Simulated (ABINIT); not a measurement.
# HfB2 (P6/mmm) in ABINIT: a series of runs

The runs below take HfB2 through equation of state, band structure, with LDA, PBEsol, LDA-PZ, rPW86PBE.

Everything below comes from runs of ABINIT 10.8.3 (patched build). Logs are shortened: lines on timing, memory, paths and dates and some standing lists are left out, and cuts for length are marked. The log counts tension as positive stress, the text compression.

## Step 1: The structure

Symmetry: P6/mmm, No. 191, hexagonal system. The conventional cell has a = 3.140 Å, b = 3.140 Å, c = 3.480 Å, α = 90.00°, β = 90.00°, γ = 120.00°. Hf (site symmetry 6/mmm) is surrounded by 12 B at 2.51 Å. Around B (site symmetry -6m2) lie 3 B at 1.81 Å.

## Step 2: Equation of state, LDA

Input file run.abi:

```
# Datasets: one volume each
ndtset 7
getwfk -1
scalecart1 3*0.9795861087
scalecart2 3*0.9864848297
scalecart3 3*0.9932883884
scalecart4 3*1.0000000000
scalecart5 3*1.0066227096
scalecart6 3*1.0131594038
scalecart7 3*1.0196128224

# Pseudopotentials
pp_dirpath "./"
pseudos "Hf.LDA_PW-JTH.xml, B.LDA_PW-JTH.xml"

# Structure
acell 3*1.0
rprim
     5.9337400313     0.0000000000     0.0000000000
    -2.9668700157     5.1387696066     0.0000000000
     0.0000000000     0.0000000000     6.5762469137
ntypat 2
znucl 72 5
natom 3
typat 1 2 2
xred
     0.0000000000     0.0000000000     0.0000000000
     0.6666666667     0.3333333333     0.5000000000
     0.3333333333     0.6666666667     0.5000000000

# Plane-wave basis
ecut 17.0
pawecutdg 34.0

# k points
kptopt 1
ngkpt 10 10 8
nshiftk 1
shiftk 0.0 0.0 0.0

# Exchange and correlation
ixc 7

# Bands and occupations
nband 13
occopt 3
tsmear 0.05 eV

# SCF cycle
nstep 100
tolvrs 1.0e-9

# Output
iomode 3
prtwf 1
prtden 0
prteig 0
prtebands 0
```

Potentials or basis: JTH PAW LDA v2.0.

Run with:

```console
> abinit run.abi > log 2>&1
```

run.abo:

```text
.Version 10.8.3 of ABINIT
 DATASET    1 : space group P6/m m m (#191); Bravais hP (primitive hexag.)
================================================================================
 Values of the parameters that define the memory need for DATASET  1.
     intxc =       0    ionmov =       0      iscf =      17    lmnmax =      18
     lnmax =       6     mgfft =      24  mpssoang =       3    mqgrid =    3001
     natom =       3  nloc_mem =       2    nspden =       1   nspinor =       1
    nsppol =       1      nsym =      24    n1xccc =       1    ntypat =       2
    occopt =       3   xclevel =       1
       mpw =         650          nfft =       13824          nkpt =          70
 PAW method is used; the additional fine FFT grid is defined by:
   mgfftf=        36    nfftf =     36864
================================================================================
================================================================================
[... 71 lines left out ...]
 DATASET    7 : space group P6/m m m (#191); Bravais hP (primitive hexag.)
================================================================================
 Values of the parameters that define the memory need for DATASET  7.
     intxc =       0    ionmov =       0      iscf =      17    lmnmax =      18
     lnmax =       6     mgfft =      27  mpssoang =       3    mqgrid =    3001
     natom =       3  nloc_mem =       2    nspden =       1   nspinor =       1
    nsppol =       1      nsym =      24    n1xccc =       1    ntypat =       2
    occopt =       3   xclevel =       1
       mpw =         727          nfft =       15552          nkpt =          70
 PAW method is used; the additional fine FFT grid is defined by:
   mgfftf=        36    nfftf =     36864
================================================================================
================================================================================

--------------------------------------------------------------------------------
------------- Echo of variables that govern the present computation ------------
--------------------------------------------------------------------------------
 -outvars: echo values of preprocessed input variables --------
            acell      1.0000000000E+00  1.0000000000E+00  1.0000000000E+00 Bohr
              amu      1.78490000E+02  1.08110000E+01
             ecut      1.70000000E+01 Hartree
           getwfk          -1
                       outvar_i_n : Printing only first  50 k-points.
              ixc           7
           jdtset        1    2    3    4    5    6    7
                       outvar_i_n : Printing only first  50 k-points.
         kptrlatt       10    0    0      0   10    0      0    0    8
          kptrlen1     5.15360010E+01
          kptrlen2     5.18989425E+01
          kptrlen3     5.22568776E+01
          kptrlen4     5.26099753E+01
          kptrlen5     5.29583959E+01
          kptrlen6     5.33022912E+01
[... 95 lines left out ...]

================================================================================

 chkinp: Checking input parameters for consistency, jdtset=   1.

 chkinp: Checking input parameters for consistency, jdtset=   2.
[... 40 lines left out ...]
 getcut: wavevector=  0.0000  0.0000  0.0000  ngfft=  32  32  36
         ecut(hartree)=     34.000   => boxcut(ratio)=   2.09737

--- Pseudopotential description ------------------------------------------------
- pspini: atom type   1  psp file is ./Hf.LDA_PW-JTH.xml
 Pseudopotential format is: paw10
 basis_size (lnmax)=  6 (lmn_size= 18), orbitals=   0   0   1   1   2   2
 Spheres core radius: rc_sph= 2.41119446
 Shapefunction is SIN type: shapef(r)=[sin(pi*r/rshp)/(pi*r/rshp)]**2
 Radius for shape functions =  2.41119446
 Compensation charge density is not taken into account in XC energy/potential

- pspini: atom type   2  psp file is ./B.LDA_PW-JTH.xml
 Pseudopotential format is: paw10
 basis_size (lnmax)=  4 (lmn_size=  8), orbitals=   0   0   1   1
 Spheres core radius: rc_sph= 1.70616958
 Shapefunction is SIN type: shapef(r)=[sin(pi*r/rshp)/(pi*r/rshp)]**2
 Radius for shape functions =  1.40269776
 Compensation charge density is not taken into account in XC energy/potential

   1.79086329E+03                                ecore*ucvol(ha*bohr**3)
--------------------------------------------------------------------------------

[... 1283 lines left out ...]
-Cartesian components of stress tensor (GPa)         [Pressure= -2.2730E+01 GPa]
- sigma(1 1)=  2.33792299E+01  sigma(3 2)=  0.00000000E+00
- sigma(2 2)=  2.33792299E+01  sigma(3 1)=  0.00000000E+00
- sigma(3 3)=  2.14322962E+01  sigma(2 1)=  1.15746339E-08

== END DATASET(S) ==============================================================
================================================================================

 -outvars: echo values of variables after computation  --------
            acell      1.0000000000E+00  1.0000000000E+00  1.0000000000E+00 Bohr
           etotal1    -5.6157412260E+01
           etotal2    -5.6157892799E+01
           etotal3    -5.6157575662E+01
           etotal4    -5.6156541717E+01
           etotal5    -5.6154857304E+01
           etotal6    -5.6152587130E+01
           etotal7    -5.6149785935E+01
            fcart1     1.9301753315E-30  1.1143872472E-30 -0.0000000000E+00
                       1.9301753315E-30 -3.2317230169E-29 -0.0000000000E+00
                      -3.8603506630E-30  3.1202842922E-29 -0.0000000000E+00
            fcart2     3.8333543206E-30  2.2131881489E-30 -0.0000000000E+00
                      -1.9166771603E-30 -2.7664851861E-29 -0.0000000000E+00
                      -1.9166771603E-30  2.5451663712E-29 -0.0000000000E+00
            fcart3     6.6624208785E-30 -4.9455649126E-30 -0.0000000000E+00
                       3.5215653215E-29  5.4401214040E-29 -0.0000000000E+00
                      -4.1878074093E-29 -4.9455649127E-29 -0.0000000000E+00
            fcart4     2.8361594131E-30  1.6374574006E-30 -0.0000000000E+00
[... 52 lines left out ...]
           xangst3     0.0000000000E+00  0.0000000000E+00  0.0000000000E+00
                       1.5594627687E+00  9.0035624932E-01  1.7283217946E+00
                      -1.7520600869E-11  1.8007124986E+00  1.7283217946E+00
           xangst4     0.0000000000E+00  0.0000000000E+00  0.0000000000E+00
                       1.5699999989E+00  9.0643992202E-01  1.7399999988E+00
                      -1.7639296020E-11  1.8128798440E+00  1.7399999988E+00
           xangst5     0.0000000000E+00  0.0000000000E+00  0.0000000000E+00
                       1.5803976530E+00  9.1244301039E-01  1.7515235135E+00
                      -1.7755958360E-11  1.8248860208E+00  1.7515235135E+00
           xangst6     0.0000000000E+00  0.0000000000E+00  0.0000000000E+00
                       1.5906602629E+00  9.1836813097E-01  1.7628973614E+00
                      -1.7871345807E-11  1.8367362619E+00  1.7628973614E+00
           xangst7     0.0000000000E+00  0.0000000000E+00  0.0000000000E+00
                       1.6007921301E+00  9.2421776722E-01  1.7741263098E+00
                      -1.7984931553E-11  1.8484355344E+00  1.7741263098E+00
             xred      0.0000000000E+00  0.0000000000E+00  0.0000000000E+00
                       6.6666666667E-01  3.3333333333E-01  5.0000000000E-01
                       3.3333333333E-01  6.6666666667E-01  5.0000000000E-01
 Calculation completed.
```

Wall time 91 s (1 thread of Arm Neoverse V1, shared host); peak memory 0.13 GiB.

What came out:

* Equilibrium volume: 9.53 Å³/atom
* Bulk modulus at fixed shape and positions: 278 GPa
* Pressure derivative of the bulk modulus: 3.9

Energy against volume, from the lowest point:
```csv
volume (Å³/atom),energy (meV/atom)
9.311,4.36
9.509,0.00
9.707,2.88
9.905,12.25
10.103,27.53
10.301,48.12
10.499,73.53
```

Caveat: pressures at fixed basis lie under the slope of the energies; the cell was scaled at fixed shape and fractional positions, which overstates the stiffness of a crystal with free parameters, most of all of layers and chains; the atomic spheres overlap.

## Step 3: Equation of state, PBEsol

Input file run.abi:

```
ndtset 7
getwfk -1
scalecart1 3*0.9795861087
scalecart2 3*0.9864848297
scalecart3 3*0.9932883884
scalecart4 3*1.0000000000
scalecart5 3*1.0066227096
scalecart6 3*1.0131594038
scalecart7 3*1.0196128224

pp_dirpath "./"
pseudos "Hf.GGA_PBE-JTH.xml, B.GGA_PBE-JTH.xml"

acell 5.9337400313 5.9337400314 6.5762469137
rprim
     1.0000000000     0.0000000000     0.0000000000
    -0.5000000000     0.8660254038     0.0000000000
     0.0000000000     0.0000000000     1.0000000000
ntypat 2
znucl 72 5
natom 3
typat 1 2 2
xred
     0.0000000000     0.0000000000     0.0000000000
     0.6666666667     0.3333333333     0.5000000000
     0.3333333333     0.6666666667     0.5000000000

ecut 380.959407 eV
pawecutdg 28.0

kptopt 1
ngkpt 10 10 8
nshiftk 1
shiftk 0.0 0.0 0.0

ixc -116133

nband 13
occopt 3
tsmear 0.00183747

nstep 100
tolvrs 1.0e-9

iomode 3
prtwf 1
prtden 0
prteig 0
prtebands 0
enunit 2
```

Potentials or basis: JTH PAW PBE v2.0.

Run with:

```console
> abinit run.abi > log 2>&1
```

run.abo:

```text
.Version 10.8.3 of ABINIT
 DATASET    1 : space group P6/m m m (#191); Bravais hP (primitive hexag.)
================================================================================
 Values of the parameters that define the memory need for DATASET  1.
     intxc =       0    ionmov =       0      iscf =      17    lmnmax =      18
     lnmax =       6     mgfft =      24  mpssoang =       3    mqgrid =    3001
     natom =       3  nloc_mem =       2    nspden =       1   nspinor =       1
    nsppol =       1      nsym =      24    n1xccc =       1    ntypat =       2
    occopt =       3   xclevel =       2
       mpw =         485          nfft =        9600          nkpt =          70
 PAW method is used; the additional fine FFT grid is defined by:
   mgfftf=        32    nfftf =     28800
================================================================================
================================================================================
[... 71 lines left out ...]
 DATASET    7 : space group P6/m m m (#191); Bravais hP (primitive hexag.)
================================================================================
 Values of the parameters that define the memory need for DATASET  7.
     intxc =       0    ionmov =       0      iscf =      17    lmnmax =      18
     lnmax =       6     mgfft =      24  mpssoang =       3    mqgrid =    3001
     natom =       3  nloc_mem =       2    nspden =       1   nspinor =       1
    nsppol =       1      nsym =      24    n1xccc =       1    ntypat =       2
    occopt =       3   xclevel =       2
       mpw =         545          nfft =       13824          nkpt =          70
 PAW method is used; the additional fine FFT grid is defined by:
   mgfftf=        32    nfftf =     28800
================================================================================
================================================================================

--------------------------------------------------------------------------------
------------- Echo of variables that govern the present computation ------------
--------------------------------------------------------------------------------
 -outvars: echo values of preprocessed input variables --------
            acell      5.9337400313E+00  5.9337400314E+00  6.5762469137E+00 Bohr
              amu      1.78490000E+02  1.08110000E+01
             ecut      1.40000000E+01 Hartree
           enunit           2
           getwfk          -1
                       outvar_i_n : Printing only first  50 k-points.
              ixc     -116133
           jdtset        1    2    3    4    5    6    7
                       outvar_i_n : Printing only first  50 k-points.
         kptrlatt       10    0    0      0   10    0      0    0    8
          kptrlen1     5.15360010E+01
          kptrlen2     5.18989425E+01
          kptrlen3     5.22568776E+01
          kptrlen4     5.26099753E+01
          kptrlen5     5.29583959E+01
          kptrlen6     5.33022912E+01
          kptrlen7     5.36418054E+01
            natom           3
            nband          13
           ndtset           7
            ngfft1         20      20      24
            ngfft2         20      20      24
            ngfft3         20      20      24
            ngfft4         20      20      24
            ngfft5         24      24      24
            ngfft6         24      24      24
            ngfft7         24      24      24
          ngfftdg          30      30      32
             nkpt          70
            nstep         100
             nsym          24
           ntypat           2
[... 48 lines left out ...]
                      -1.7755958360E-11  1.8248860208E+00  1.7515235135E+00
           xangst6     0.0000000000E+00  0.0000000000E+00  0.0000000000E+00
                       1.5906602629E+00  9.1836813100E-01  1.7628973614E+00
[... 10 lines left out ...]
            xcart3     0.0000000000E+00  0.0000000000E+00  0.0000000000E+00
                       2.9469575364E+00  1.7014267270E+00  3.2660548493E+00
                      -3.3109137203E-11  3.4028534540E+00  3.2660548493E+00
            xcart4     0.0000000000E+00  0.0000000000E+00  0.0000000000E+00
                       2.9668700156E+00  1.7129232022E+00  3.2881234569E+00
                      -3.3333438531E-11  3.4258464045E+00  3.2881234569E+00
            xcart5     0.0000000000E+00  0.0000000000E+00  0.0000000000E+00
                       2.9865187342E+00  1.7242673952E+00  3.3098997436E+00
                      -3.3553898403E-11  3.4485347904E+00  3.3098997436E+00
            xcart6     0.0000000000E+00  0.0000000000E+00  0.0000000000E+00
                       3.0059122562E+00  1.7354642503E+00  3.3313932012E+00
                      -3.3772282799E-11  3.4709285007E+00  3.3313932012E+00
            xcart7     0.0000000000E+00  0.0000000000E+00  0.0000000000E+00
                       3.0250587103E+00  1.7465184608E+00  3.3526128382E+00
                      -3.3986930877E-11  3.4930369216E+00  3.3526128382E+00
             xred      0.0000000000E+00  0.0000000000E+00  0.0000000000E+00
                       6.6666666667E-01  3.3333333333E-01  5.0000000000E-01
                       3.3333333333E-01  6.6666666667E-01  5.0000000000E-01
            znucl       72.00000    5.00000

================================================================================

 chkinp: Checking input parameters for consistency, jdtset=   1.

 chkinp: Checking input parameters for consistency, jdtset=   2.
[... 36 lines left out ...]
 getcut: wavevector=  0.0000  0.0000  0.0000  ngfft=  30  30  32
         ecut(hartree)=     28.000   => boxcut(ratio)=   2.08538

--- Pseudopotential description ------------------------------------------------
- pspini: atom type   1  psp file is ./Hf.GGA_PBE-JTH.xml
 Pseudopotential format is: paw10
 basis_size (lnmax)=  6 (lmn_size= 18), orbitals=   0   0   1   1   2   2
 Spheres core radius: rc_sph= 2.41119446
 Shapefunction is SIN type: shapef(r)=[sin(pi*r/rshp)/(pi*r/rshp)]**2
 Radius for shape functions =  2.41119446
 Compensation charge density is not taken into account in XC energy/potential

- pspini: atom type   2  psp file is ./B.GGA_PBE-JTH.xml
 Pseudopotential format is: paw10
 basis_size (lnmax)=  4 (lmn_size=  8), orbitals=   0   0   1   1
 Spheres core radius: rc_sph= 1.70616958
 Shapefunction is SIN type: shapef(r)=[sin(pi*r/rshp)/(pi*r/rshp)]**2
 Radius for shape functions =  1.40269776
 Compensation charge density is not taken into account in XC energy/potential

   1.82194203E+03                                ecore*ucvol(ha*bohr**3)
--------------------------------------------------------------------------------

[... 1308 lines left out ...]
-Cartesian components of stress tensor (GPa)         [Pressure= -1.8151E+01 GPa]
- sigma(1 1)=  1.85363798E+01  sigma(3 2)=  0.00000000E+00
- sigma(2 2)=  1.85363797E+01  sigma(3 1)=  0.00000000E+00
- sigma(3 3)=  1.73792328E+01  sigma(2 1)=  1.17245879E-08

== END DATASET(S) ==============================================================
================================================================================

 -outvars: echo values of variables after computation  --------
            acell      5.9337400313E+00  5.9337400314E+00  6.5762469137E+00 Bohr
           etotal1    -5.5911484163E+01
           etotal2    -5.5912894138E+01
           etotal3    -5.5913489058E+01
           etotal4    -5.5913319194E+01
           etotal5    -5.5912479137E+01
           etotal6    -5.5911015096E+01
           etotal7    -5.5908989545E+01
            fcart1    -0.0000000000E+00 -0.0000000000E+00 -0.0000000000E+00
                      -2.3162103978E-29 -1.3372646966E-29 -0.0000000000E+00
                       2.3162103978E-29  1.3372646966E-29 -0.0000000000E+00
            fcart2     1.5333417282E-29  8.8527525955E-30 -0.0000000000E+00
                       1.5333417282E-29 -4.4263762976E-29 -0.0000000000E+00
                      -3.0666834565E-29  3.5411010381E-29 -0.0000000000E+00
            fcart3     1.5228390579E-29  8.7921154002E-30 -0.0000000000E+00
                      -1.2182712464E-28 -1.7584230801E-29 -0.0000000000E+00
                       1.0659873406E-28  8.7921154011E-30 -0.0000000000E+00
            fcart4     3.0252367073E-29  1.7466212273E-29 -0.0000000000E+00
[... 52 lines left out ...]
           xangst3     0.0000000000E+00  0.0000000000E+00  0.0000000000E+00
                       1.5594627687E+00  9.0035624935E-01  1.7283217946E+00
                      -1.7520600869E-11  1.8007124987E+00  1.7283217946E+00
           xangst4     0.0000000000E+00  0.0000000000E+00  0.0000000000E+00
                       1.5699999989E+00  9.0643992204E-01  1.7399999988E+00
                      -1.7639296020E-11  1.8128798441E+00  1.7399999988E+00
           xangst5     0.0000000000E+00  0.0000000000E+00  0.0000000000E+00
                       1.5803976530E+00  9.1244301041E-01  1.7515235135E+00
                      -1.7755958360E-11  1.8248860208E+00  1.7515235135E+00
           xangst6     0.0000000000E+00  0.0000000000E+00  0.0000000000E+00
                       1.5906602629E+00  9.1836813100E-01  1.7628973614E+00
                      -1.7871522406E-11  1.8367362620E+00  1.7628973614E+00
           xangst7     0.0000000000E+00  0.0000000000E+00  0.0000000000E+00
                       1.6007921301E+00  9.2421776725E-01  1.7741263098E+00
                      -1.7985109277E-11  1.8484355345E+00  1.7741263098E+00
             xred      0.0000000000E+00  0.0000000000E+00  0.0000000000E+00
                       6.6666666667E-01  3.3333333333E-01  5.0000000000E-01
                       3.3333333333E-01  6.6666666667E-01  5.0000000000E-01
 Calculation completed.
```

It took 1.7 min on 1 thread of Arm Neoverse V1, shared host; peak memory 0.14 GiB.

What came out:

| Item | Value |
| --- | --- |
| Equilibrium volume | 9.76 Å³/atom (rough: see the caveat) |
| Bulk modulus at fixed shape and positions | 264 GPa (rough) |

Energy against volume, from the lowest point:
| volume (Å³/atom) | energy (meV/atom) |
| --- | --- |
| 9.311 | 18.19 |
| 9.509 | 5.40 |
| 9.707 | 0.00 |
| 9.905 | 1.54 |
| 10.103 | 9.16 |
| 10.301 | 22.44 |
| 10.499 | 40.81 |

Caveat: the cutoff is too short for stress, so the log's stress isn't used; pressures at fixed basis lie under the slope of the energies; the cell was scaled at fixed shape and fractional positions, which overstates the stiffness of a crystal with free parameters, most of all of layers and chains; the PAW data sets were made with another functional, which shifts forces and pressure a little; the fit is rough or its minimum lies at the end of the range; the atomic spheres overlap. The run has no spin-orbit coupling, so splittings on Hf are missing.

(Part 1 of 2 ends here.)
